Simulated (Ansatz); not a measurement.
A run of Ansatz 0.2.0:

File input.yaml:

```yaml
crystal:
  lattice:
    - [2.5221, 0.0, 0.0]
    - [-1.26105, 2.1842026709, 0.0]
    - [0.0, 0.0, 8.2371]
  atoms:
    - { symbol: C, position: [0.6666666667, 0.3333333333, 0.84375] }
    - { symbol: C, position: [0.3333333333, 0.6666666667, 0.34375] }
    - { symbol: C, position: [0.6666666667, 0.3333333333, 0.65625] }
    - { symbol: C, position: [0.3333333333, 0.6666666667, 0.15625] }
    - { symbol: C, position: [0.0, 0.0, 0.90625] }
    - { symbol: C, position: [0.0, 0.0, 0.40625] }
    - { symbol: C, position: [0.0, 0.0, 0.59375] }
    - { symbol: C, position: [0.0, 0.0, 0.09375] }
hamiltonian:
  xc: r2scan
  pseudopotentials: { kind: paw }
kpoints:
  mp_grid: { grid: [12, 12, 4] }
  band_path:
    path:
      - [[0.0, 0.0, 0.0], [0.5, 0.0, 0.0], [0.3333333333, 0.3333333333, 0.0], [0.0, 0.0, 0.0], [0.0, 0.0, 0.5], [0.5, 0.0, 0.5], [0.3333333333, 0.3333333333, 0.5], [0.0, 0.0, 0.5]]
      - [[0.5, 0.0, 0.5], [0.5, 0.0, 0.0]]
      - [[0.3333333333, 0.3333333333, 0.0], [0.3333333333, 0.3333333333, 0.5]]
    npoints: 10
scf:
  occupations: { method: fermi_dirac, width: 0.05 }
  n_extra_bands: 20
output:
  forces: true
  stress: true
  eigenvalues: true
  fatbands: false
```

Potentials or basis: Ansatz PAW.

Launch:

```console
$ ansatz run input.yaml --threads 4 --pin off --max-ram 11264MiB --backend cpu --events-out ev --progress --plain --runs-dir out
```

Hardware: 4 threads of Arm Neoverse V1, with other jobs on the host.

Estimate the wall time of this run.

Wall time 5.3 s on 4 threads of Arm Neoverse V1, with other jobs on the host, peak memory 0.48 GiB. Counts: scf iterations 7, plane waves 1153, k points 57, bands 36.
